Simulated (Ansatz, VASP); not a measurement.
**Sb: VASP beside Ansatz**

Contents of INCAR:

```
SYSTEM = Sb
PREC = Accurate
ENCUT = 520
EDIFF = 1E-7
ISMEAR = 0
SIGMA = 0.013000000000000001
LREAL = .FALSE.
LASPH = .TRUE.
NELM = 100
ALGO = Normal
ISIF = 2
LWAVE = .FALSE.
LCHARG = .FALSE.
GGA = PE
NBANDS = 8
```

KPOINTS

```
Automatic mesh
0
G
  10 10 10
  0 0 0
```

Contents of POSCAR:

```
Sb
1.0
    0.0000000000      2.3712425216      2.3712425216
    2.3712425216      0.0000000000      2.3712425216
    2.3712425216      2.3712425216      0.0000000000
Sb
1
Direct
    0.0000000000      0.0000000000      0.0000000000
```

File input.yaml:

```yaml
crystal:
  lattice:
    - [0.0, 2.3712425216, 2.3712425216]
    - [2.3712425216, 0.0, 2.3712425216]
    - [2.3712425216, 2.3712425216, 0.0]
  atoms:
    - { symbol: Sb, position: [0.0, 0.0, 0.0] }
hamiltonian:
  xc: pbe
  pseudopotentials: { kind: paw }
kpoints:
  mp_grid: { grid: [10, 10, 10] }
scf:
  occupations: { method: gaussian, width: 0.013 }
output:
  forces: true
  stress: true
  eigenvalues: true
```

This isn't the form of Sb at room conditions, which is rhombohedral.

Alike in both runs: task single point; functional PBE; k mesh 10 × 10 × 10; occupations gaussian, width 0.013 eV; no spin polarisation.

|  | VASP | Ansatz |
| --- | --- | --- |
| version | VASP 6.6.1 | Ansatz 0.2.0 |
| potentials or method | VASP PAW PBE potentials, release 64 (Sb) | Ansatz PAW |
| plane-wave cutoff (eV) | 520 | 420 |
| valence electrons in the cell | 5 | 15 |

Ansatz gave:

```
gap on the k mesh at the Fermi level (eV) : none
pressure (GPa)                            : 2.0
```

Q: Estimate VASP's values.

A: gap on the k mesh at the Fermi level (eV): none; pressure (GPa): 1.9.

A gap of «none» marks a metal or a gap that the smearing closes. With one functional, cell and mesh, what is left measures potentials, basis and numerics. The two sets of potentials don't hold the same shells in valence.

The runs have no spin-orbit coupling, so splittings on Sb are missing.
